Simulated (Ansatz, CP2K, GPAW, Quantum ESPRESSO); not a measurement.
# AgCl: bulk modulus by level of theory

```xyz
2
Lattice="0.0000 2.7350 2.7350 2.7350 0.0000 2.7350 2.7350 2.7350 0.0000" Properties=species:S:1:pos:R:3 pbc="T T T"
Ag    0.0000    0.0000    0.0000
Cl    2.7350    2.7350    2.7350
```

| rung | level | program and potentials | cutoff (eV) | k mesh | smearing | core time | chip | bulk modulus (GPa) | notes |
| --- | --- | --- | --- | --- | --- | --- | --- | --- | --- |
| LDA + U (3.5 eV) | LDA+U (Ag d U = 3.5 eV) | GPAW, the program's PAW data sets (release 1.2.1) made for this functional | 600 | 7 × 7 × 7 | fermi-dirac 0.05 | 74 s | Arm Neoverse V2 | 65.7 | - |
| LDA | LDA | GPAW, the program's PAW data sets (release 1.2.1) made for this functional, other valence | 600 | 7 × 7 × 7 | fermi-dirac 0.05 | 76 s | Arm Neoverse V1 | 68.9 | - |
| GGA + dispersion | PBE+D3(BJ) | GPAW, GPAW PAW data sets (gpaw-data 1.2.1) | 600 | 7 × 7 × 7 | fermi-dirac 0.05 | 76 s | Arm Neoverse V2 | 50.0 | - |
| GGA + dispersion | PBE+D4 | GPAW, GPAW PAW data sets (gpaw-data 1.2.1) | 600 | 7 × 7 × 7 | fermi-dirac 0.05 | 79 s | Arm Neoverse V2 | 49.7 | - |
| GGA | PBEsol | Ansatz, all-electron LAPW, scalar-relativistic | - | 8 × 8 × 8 | fermi-dirac 0.05 | 88 s | AMD EPYC 7R43 Zen 3 | 56.6 | - |
| GGA + dispersion | PBE+D3(BJ) | Quantum ESPRESSO, PseudoDojo 0.4.1 SR PBE standard | 1116 | 8 × 8 × 8 | fermi-dirac 0.05 | 4.1 min | Arm Neoverse V1 | 49.3 | - |
| GGA | PBEsol | Quantum ESPRESSO, PseudoDojo 0.4.1 SR PBEsol standard | 1116 | 8 × 8 × 8 | fermi-dirac 0.05 | 4.4 min | Arm Neoverse V1 | 56.7 | - |
| GGA | PBEsol | CP2K, POTENTIAL_UZH Ag GTH-PBE-q11, Cl GTH-PBE-q7; TZVP-MOLOPT-PBE-GTH basis | - | 8 × 8 × 8 | fermi-dirac 0.1 | 4.8 min | Arm Neoverse V1 | 56.2 | atomic basis; potentials made for PBE |
| non-local van der Waals functional | rev-vdW-DF2 | CP2K, POTENTIAL_UZH Ag GTH-PBE-q11, Cl GTH-PBE-q7; TZVP-MOLOPT-PBE-GTH basis | - | 8 × 8 × 8 | fermi-dirac 0.1 | 5.4 min | Arm Neoverse V2 | 48.8 | atomic basis; potentials made for PBE |
| non-local van der Waals functional | rev-vdW-DF2 | Quantum ESPRESSO, PseudoDojo 0.4.1 SR PBE standard | 1116 | 8 × 8 × 8 | fermi-dirac 0.05 | 9.9 min | Arm Neoverse V2 | 49.8 | potentials made for PBE |

Times are single runs on shared hosts and different chips, so they are rough; meshes, cutoffs and the tasks' sizes weigh on the time. Task: equation of state. All rows: no spin polarisation. Smearing widths are in eV. The cell comes from a database and isn't always the measured one. Meshes differ between rows, which moves values too. Meshes are those of the run's cell of 2 atoms unless a note names another. Runs on faulty files, with rough fits or with known faults for this quantity aren't shown. No row holds spin-orbit coupling.

By rung: LDA + U (3.5 eV) 65.7; LDA 68.9; GGA + dispersion 49.3 to 50.0; GGA 56.6 to 56.7; non-local van der Waals functional 49.8; GGA in atomic bases 56.2; non-local van der Waals functional in atomic bases 48.8 (GPa).
